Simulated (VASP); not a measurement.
# SiC (Moissanite 6H) (P6_3mc) in VASP: further runs, part 2 of 2

VASP 6.6.1.

## 4. Relaxation of cell and atoms, PBE+TS

Input file INCAR:

```
ALGO = Fast
EDIFF = 1E-6
EDIFFG = -0.01
ENCUT = 600
GGA = PE
IBRION = 2
ISIF = 3
ISMEAR = -1
IVDW = 2
LASPH = True
LCHARG = False
LREAL = False
LWAVE = False
NELM = 100
NSW = 60
PREC = Accurate
SIGMA = 0.05
```

Input file KPOINTS:

```
k-points
0
Gamma
  10 10 2
```

Input file POSCAR:

```
SiC
1.0
    3.0950000000      0.0000000000      0.0000000000
   -1.5475000000      2.6803486247      0.0000000000
    0.0000000000      0.0000000000     15.1700000000
Si C
6 6
Direct
    0.6666666667      0.3333333333      0.4583000000
    0.3333333333      0.6666666667      0.9583000000
    0.6666666667      0.3333333333      0.7917000000
    0.3333333333      0.6666666667      0.2917000000
    0.0000000000      0.0000000000      0.6250000000
    0.0000000000      0.0000000000      0.1250000000
    0.6666666667      0.3333333333      0.3333000000
    0.3333333333      0.6666666667      0.8333000000
    0.6666666667      0.3333333333      0.6667000000
    0.3333333333      0.6666666667      0.1667000000
    0.0000000000      0.0000000000      0.5000000000
    0.0000000000      0.0000000000      0.0000000000
```

The run is started by

```
cat potpaw_PBE.64/Si/POTCAR potpaw_PBE.64/C/POTCAR > POTCAR
mpirun -np 1 vasp_std > vasp.out
```

Run time: 5.4 min. Hardware: 1 thread of Intel Xeon 6975P-C (Granite Rapids), shared host; peak memory 0.37 GiB.

It converged, with:

```
Free energy                            : -93.4339 eV
Relaxed volume                         : 10.34 Å³/atom
Relaxed cell                           : a = 3.080 Å, b = 3.080 Å, c = 15.097 Å, α = 90.00°, β = 90.00°, γ = 120.00°
Space group after relaxing (to 0.05 Å) : P6_3mc (No. 186)
Energy gained by relaxing              : 1.5 meV/atom
Ionic steps                            : 9
Pressure after relaxing                : 0.0 GPa
Largest force after relaxing           : 0.006 eV/Å
Band gap on the k mesh                 : 2.04 eV, indirect (least direct gap 3.13 eV)
Hirshfeld charges                      : Si +0.30; C -0.30 e
Dispersion energy per atom             : -0.256 eV
```

Forces on the atoms (eV/Å):
```
Si   0.000  0.000 -0.006
Si   0.000  0.000 -0.006
Si   0.000  0.000 -0.002
Si   0.000  0.000 -0.002
Si   0.000  0.000 -0.004
Si   0.000  0.000 -0.004
C    0.000  0.000  0.003
C    0.000  0.000  0.003
C    0.000  0.000  0.003
C    0.000  0.000  0.003
C    0.000  0.000  0.006
C    0.000  0.000  0.006
```

Step by step:
```tsv
step	energy change (eV)	largest force (eV/Å)	pressure (GPa)	volume (Å³)
1	0.0000	0.1417	-3.04	125.85
2	0.0013	0.1206	3.16	122.25
3	-0.0177	0.0219	-0.11	124.08
4	-0.0177	0.0219	0.00	124.02
5	-0.0178	0.0150	0.02	124.01
6	-0.0178	0.0152	0.02	124.01
7	-0.0178	0.0150	0.02	124.01
8	-0.0178	0.0146	0.02	124.01
9	-0.0178	0.0061	-0.01	124.02
```

Final structure:
```yaml
crystal:
  lattice:
    - [3.07992, 0.00000, 0.00000]
    - [-1.53996, 2.66729, 0.00000]
    - [0.00000, 0.00000, 15.09706]
  atoms:
    - { symbol: Si, position: [0.66667, 0.33333, 0.45851] }
    - { symbol: Si, position: [0.33333, 0.66667, 0.95851] }
    - { symbol: Si, position: [0.66667, 0.33333, 0.79182] }
    - { symbol: Si, position: [0.33333, 0.66667, 0.29182] }
    - { symbol: Si, position: [0.00000, 0.00000, 0.62502] }
    - { symbol: Si, position: [0.00000, 0.00000, 0.12502] }
    - { symbol: C, position: [0.66667, 0.33333, 0.33333] }
    - { symbol: C, position: [0.33333, 0.66667, 0.83333] }
    - { symbol: C, position: [0.66667, 0.33333, 0.66662] }
    - { symbol: C, position: [0.33333, 0.66667, 0.16662] }
    - { symbol: C, position: [0.00000, 0.00000, 0.49970] }
    - { symbol: C, position: [0.00000, 0.00000, 0.99970] }
```

Levels at points of the mesh, in eV from the valence-band top:
```
           k point  band 22  band 23  band 24  band 25  band 26  band 27
(0.00, 0.00, 0.00)    -0.02     0.00     0.00     5.18     5.34     5.77
(0.50, 0.00, 0.00)    -1.78    -1.65    -1.10     2.04     2.22     3.21
(0.00, 0.00, 0.50)    -0.10    -0.10    -0.10     5.24     5.24     6.00
(0.50, 0.00, 0.50)    -1.70    -1.30    -1.30     2.08     2.08     3.44
```

A k mesh can miss the band edges.

## 5. Relaxation of cell and atoms, PBE+MBD

Input file INCAR:

```
ALGO = Normal ; EDIFF = 1E-6
EDIFFG = -0.005 ; ENCUT = 600
GGA = PE ; IBRION = 2
ISIF = 3 ; ISMEAR = -1
IVDW = 202 ; LASPH = True
LCHARG = False ; LREAL = False
LWAVE = False ; NELM = 60
NSW = 60 ; PREC = Accurate
SIGMA = 0.05
```

KPOINTS is that of step 4.

POSCAR is that of step 4.

Potentials or basis: VASP PAW PBE potentials, release 64 (Si, C).

The run is started by

```
cat potpaw_PBE.64/Si/POTCAR potpaw_PBE.64/C/POTCAR > POTCAR
mpirun -np 1 vasp_std > vasp.out
```

OUTCAR:

```text
EDIFF = 1E-6
   EDIFFG = -0.005
   ENCUT = 600
   GGA = PE
   IBRION = 2
   ISIF = 3
   ISMEAR = -1
   IVDW = 202
   LASPH = True
   LREAL = False
   NELM = 60
   NSW = 60
   PREC = Accurate
  IVDW = 202

 ion  position               nearest neighbor table
   1  0.667  0.333  0.458-  11 1.90  11 1.90  11 1.90   7 1.90   4 3.10   4 3.10   4 3.10   5 3.10
                             5 3.10   5 3.10
   2  0.333  0.667  0.958-  12 1.90  12 1.90  12 1.90   8 1.90   3 3.10   3 3.10   3 3.10   6 3.10
                             6 3.10   6 3.10
   3  0.667  0.333  0.792-   8 1.90   8 1.90   8 1.90   9 1.90   2 3.10   2 3.10   2 3.10   5 3.10
                             5 3.10   5 3.10
   4  0.333  0.667  0.292-   7 1.90   7 1.90   7 1.90  10 1.90   1 3.10   1 3.10   1 3.10   6 3.10
                             6 3.10   6 3.10
   5  0.000  0.000  0.625-   9 1.90   9 1.90   9 1.90  11 1.90   3 3.10   1 3.10   3 3.10   1 3.10
                             1 3.10   3 3.10
   6  0.000  0.000  0.125-  10 1.90  10 1.90  10 1.90  12 1.90   4 3.10   2 3.10   2 3.10   4 3.10
                             4 3.10   2 3.10
   7  0.667  0.333  0.333-   4 1.90   4 1.90   4 1.90   1 1.90
   8  0.333  0.667  0.833-   3 1.90   3 1.90   3 1.90   2 1.90
   9  0.667  0.333  0.667-   5 1.90   5 1.90   5 1.90   3 1.90
[... 474 lines left out ...]

 E-fermi :   9.2083     XC(G=0): -11.3712

 val. band max:        8.1964714439   @ k =   0.0000   0.0000   0.0000
 cond. band min:      10.2202509984   @ k =   0.5000  -0.0000   0.0000
 fundamental gap:      2.0237795545
 Fermi energy:         9.2082569430

 k-point     1 :       0.0000    0.0000    0.0000
  band No.  band energies     occupation
      1      -7.2908      2.00000
      2      -6.7677      2.00000
      3      -6.7321      2.00000
      4      -5.2326      2.00000
      5      -5.2039      2.00000
      6      -3.7102      2.00000
[... 805 lines left out ...]
     30      13.5152      0.00000
     31      13.9917      0.00000

 [... further k-points ...]

------------------------ aborting loop because EDIFF is reached ----------------------------------------

  Hirshfeld charges:
            ion         q(e)
   ------------------------------
      1     Si       0.29590182
      2     Si       0.29590182
      3     Si       0.29762035
      4     Si       0.29762035
      5     Si       0.30159252
      6     Si       0.30159252
      7     C       -0.29753938
      8     C       -0.29753938
      9     C       -0.29731480
     10     C       -0.29731480
     11     C       -0.30026050
     12     C       -0.30026050
[... 39 lines left out ...]
  FREE ENERGIE OF THE ION-ELECTRON SYSTEM (eV)
  ---------------------------------------------------
  free  energy   TOTEN  =       -93.6806044356 eV

  energy  without entropy=      -93.6806044354  energy(sigma->0) =      -93.68060444

 reached required accuracy - stopping structural energy minimisation
```

CONTCAR:

```text
SiC
   1.00000000000000
     3.0759616005876240   -0.0000000000000000    0.0000000000000000
    -1.5379808002938120    2.6638608871617246   -0.0000000000000000
     0.0000000000000000   -0.0000000000000000   15.0934047393649617
  Si              C
     6     6
Direct
     0.6666666667000030    0.3333333332999970    0.4582950008358989
     0.3333333332999970    0.6666666667000030    0.9582950008358988
     0.6666666667000030    0.3333333332999970    0.7918137573943775
     0.3333333332999970    0.6666666667000030    0.2918137573943778
     0.0000000000000000    0.0000000000000000    0.6250315656829758
     0.0000000000000000    0.0000000000000000    0.1250315656829757
     0.6666666667000030    0.3333333332999970    0.3333136555019522
     0.3333333332999970    0.6666666667000030    0.8333136555019525
     0.6666666667000030    0.3333333332999970    0.6668500981799765
     0.3333333332999970    0.6666666667000030    0.1668500981799767
     0.0000000000000000    0.0000000000000000    0.4996959224048187
     0.0000000000000000    0.0000000000000000    0.9996959224048187

  0.00000000E+00  0.00000000E+00  0.00000000E+00
  0.00000000E+00  0.00000000E+00  0.00000000E+00
  0.00000000E+00  0.00000000E+00  0.00000000E+00
  0.00000000E+00  0.00000000E+00  0.00000000E+00
  0.00000000E+00  0.00000000E+00  0.00000000E+00
  0.00000000E+00  0.00000000E+00  0.00000000E+00
  0.00000000E+00  0.00000000E+00  0.00000000E+00
  0.00000000E+00  0.00000000E+00  0.00000000E+00
  0.00000000E+00  0.00000000E+00  0.00000000E+00
  0.00000000E+00  0.00000000E+00  0.00000000E+00
  0.00000000E+00  0.00000000E+00  0.00000000E+00
  0.00000000E+00  0.00000000E+00  0.00000000E+00
```

It took 11 min on 1 thread of Intel Xeon 6975P-C (Granite Rapids), shared host; peak memory 0.36 GiB.

What came out:

- Free energy: -93.6806 eV
- Relaxed volume: 10.31 Å³/atom
- Relaxed cell: a = 3.076 Å, b = 3.076 Å, c = 15.093 Å, α = 90.00°, β = 90.00°, γ = 120.00°
- Space group after relaxing (to 0.05 Å): P6_3mc (No. 186)
- Energy gained by relaxing: 2.1 meV/atom
- Ionic steps: 10
- Pressure after relaxing: 0.0 GPa
- Band gap on the k mesh: 2.02 eV, indirect (least direct gap 3.12 eV)
- Hirshfeld charges: Si +0.30; C -0.30 e
- Dispersion energy per atom: -0.277 eV

The path:
```csv
step,energy change (eV),largest force (eV/Å),pressure (GPa),volume (Å³)
1,0.0000,0.1402,-3.70,125.85
2,0.0047,0.1137,4.08,121.48
3,-0.0252,0.0286,-0.15,123.76
4,-0.0252,0.0291,0.00,123.68
5,-0.0252,0.0307,0.07,123.63
6,-0.0253,0.0133,0.09,123.62
7,-0.0253,0.0150,0.09,123.62
8,-0.0253,0.0090,-0.07,123.72
9,-0.0254,0.0038,-0.04,123.70
10,-0.0253,0.0015,0.00,123.67
```

Final structure:
```
Si C
1.0
     3.07596    0.00000    0.00000
    -1.53798    2.66386    0.00000
     0.00000    0.00000   15.09340
Si C
6 6
Direct
  0.66667 0.33333 0.45830
  0.33333 0.66667 0.95830
  0.66667 0.33333 0.79181
  0.33333 0.66667 0.29181
  0.00000 0.00000 0.62503
  0.00000 0.00000 0.12503
  0.66667 0.33333 0.33331
  0.33333 0.66667 0.83331
  0.66667 0.33333 0.66685
  0.33333 0.66667 0.16685
  0.00000 0.00000 0.49970
  0.00000 0.00000 0.99970
```

A k mesh can miss the band edges.

## 6. Summary

| level | gap on the mesh (eV) | pressure (GPa) | relaxed volume (Å³/atom) | largest force (eV/Å) |
| --- | --- | --- | --- | --- |
| PBE+D4 | 2.03 | -0.1 | 10.29 | 0.01 |
| PBE+rVV10 | 1.99 | 0.0 | 10.45 | 0.01 |
| PBE+TS | 2.04 | 0.0 | 10.34 | 0.01 |
| PBE+MBD | 2.02 | 0.0 | 10.31 | - |

Alike in all rows: task relaxation of cell and atoms; potentials or basis VASP PAW PBE potentials, release 64 (Si, C); no spin polarisation; cell relaxed; k mesh 10 × 10 × 2; cutoff (eV) 600; smearing fermi-dirac 0.05 eV.

Total energies depend on the potentials used, so only differences within one code and one set of settings carry meaning.
